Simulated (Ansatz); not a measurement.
# AlN: the cost of one run

Computed with Ansatz 0.2.0 (DFT PBE, scalar-relativistic, plane waves, PAW, unless a step's input says otherwise).

## Step 1: The system as given

Symmetry: F-43m, No. 216, cubic system. Conventional cell: a = 4.368 Å, b = 4.368 Å, c = 4.368 Å, α = 90.00°, β = 90.00°, γ = 90.00°. Al (site symmetry -43m) is surrounded by 4 N at 1.89 Å. Around N (site symmetry -43m) lie 4 Al at 1.89 Å.

Structure file:

```
CELL_PARAMETERS angstrom
0.00000 2.18399 2.18399
2.18399 0.00000 2.18399
2.18399 2.18399 0.00000
ATOMIC_POSITIONS crystal
Al 0.00000 0.00000 0.00000
N 0.75000 0.75000 0.75000
```

It goes back to an entry of the Materials Project, which need not be the stable form.

No relaxation comes first: the listed cell is the starting point.

## Step 2: Zero of energy

The reference gives a free energy of -924.2035 eV, pressure 4.86 GPa, largest force 0.000 eV/Å and gap on the mesh 3.33 eV. It was computed beforehand with the settings of the runs below.

## Step 3: Next: a sublattice displacement scan

Every Al atom is moved by x along the Cartesian unit vector (0.707, -0.707, 0.000); the cell and all other atoms stay fixed. Forces below are components along that vector, summed over the moved atoms.

## Step 4: x = -0.200 Å

File input.yaml:

```yaml
crystal:
  lattice:
    - [0.0, 2.1839935596, 2.1839935596]
    - [2.1839935596, 0.0, 2.1839935596]
    - [2.1839935596, 2.1839935596, 0.0]
  atoms:
    - { symbol: Al, position: [0.0647535592, -0.0647535592, 0.0] }
    - { symbol: "N", position: [0.75, 0.75, 0.75] }
basis:
  ecutwfc: 420
kpoints:
  mp_grid: { grid: [10, 10, 10] }
hamiltonian:
  xc: pbe
scf:
  occupations: { method: gaussian, width: 0.05 }
output:
  forces: true
  stress: true
  eigenvalues: true
```

Started as:

```console
ansatz run input.yaml --threads 1 --pin off --max-ram 2560MiB --backend cpu --events-out ev --progress --plain --runs-dir out
```

**Question.** How long does this run take on 1 thread of Arm Neoverse V1, shared host, and how much memory does it need?

About 4.9 s, with a peak of 0.34 GiB.
